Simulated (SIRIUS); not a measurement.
Runs of SIRIUS 7.12.0 on In. It takes space group I4/mmm (No. 139, tetragonal). The conventional cell has a = 3.251 Å, b = 3.251 Å, c = 4.947 Å, α = 90.00°, β = 90.00°, γ = 90.00°. In (site symmetry 4/mmm) has 12 In at 3.25 to 3.38 Å as nearest neighbours. 

```tsv
task	level	potentials or basis	energy tol	density tol	mixer	mixing beta	max scf	gap on the mesh (eV)	pressure (GPa)	V0 of scaled cells (Å³/atom)	B0 (GPa)
equation of state	PBE	PseudoDojo 0.4.1 PBE standard (scalar relativistic)	-	-	-	-	-	-	-	27.49	35
single point	PBEsol	PseudoDojo 0.4.1 PBEsol standard (scalar relativistic)	1e-08 Ha	1e-06	anderson	0.7	100	none	(a)	-	-
equation of state	PBEsol	PseudoDojo 0.4.1 PBEsol standard (scalar relativistic)	-	-	-	-	-	-	-	(b)	44
single point	PBE	PseudoDojo 0.4.1 PBE standard (scalar relativistic)	1e-08 Ha	1e-06	anderson	0.7	100	none	2.0	-	-
```

Alike in all rows: no spin polarisation; cell as given; k mesh 11 × 11 × 11; cutoff (eV) 960; smearing fermi-dirac 0.05 eV.

**Question.** Estimate the missing entries.

**Answer.** (a) -0.9; (b) 25.59.

Caveats: the cell was scaled at fixed shape and fractional positions, which overstates the stiffness of a crystal with free parameters, most of all of layers and chains (some runs).

A k mesh can miss the band edges, and the runs leave out spin-orbit coupling on In.

A gap of «none» marks a metal or a gap under the smearing width.
